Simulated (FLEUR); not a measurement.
Ti:

```
Ti
1.0
     2.95000    0.00000    0.00000
    -1.47500    2.55477    0.00000
     0.00000    0.00000    4.68000
Ti
2
Direct
  0.66667 0.33333 0.75000
  0.33333 0.66667 0.25000
```

| Quantity | Value |
| --- | --- |
| Program | FLEUR MaX-R8.1 (later development tree) |
| Task | single point |
| Functional | PBEsol |
| Potentials or basis | all-electron |
| Basis | FLAPW |
| Kmax | 4.1 1/bohr |
| k mesh | 10 × 10 × 6 |
| Occupations | fermi-dirac, width 0.05 eV |
| Spin | no spin polarisation |
| Gmax | 12.7 1/bohr |
| Muffin-tin radii | Ti 2.46 bohr |
| lmax | Ti 10 |
| lnonsphr | Ti 10 |
| Local orbitals a species | Ti 5 |
| Max iterations | 60 |
| Mixing factor | 0.05 |
| Mixer | Anderson |
| Mixer history | 15 |

On this cell: largest force under 0.003 eV/Å; band gap on the k mesh none (metal or under the smearing width).

The same run follows on a disturbed copy (atoms moved at random, drawn with an rms of 0.05 Å):

```xyz
2
Lattice="2.9500 0.0000 0.0000 -1.4750 2.5548 0.0000 0.0000 0.0000 4.6800" Properties=species:S:1:pos:R:3 pbc="T T T"
Ti    1.5420    0.8351    3.5029
Ti    0.0045    1.7191    1.1641
```

Question: What does the disturbed cell give?

Answer: The energy (extrapolated to zero smearing) moves by +2.0 meV/atom; largest force 0.102 eV/Å; band gap on the k mesh none (metal or under the smearing width).

Forces in eV/Å, atoms in the order of the input:
```
Ti  -0.090  0.046  0.003
Ti   0.090 -0.046 -0.003
```
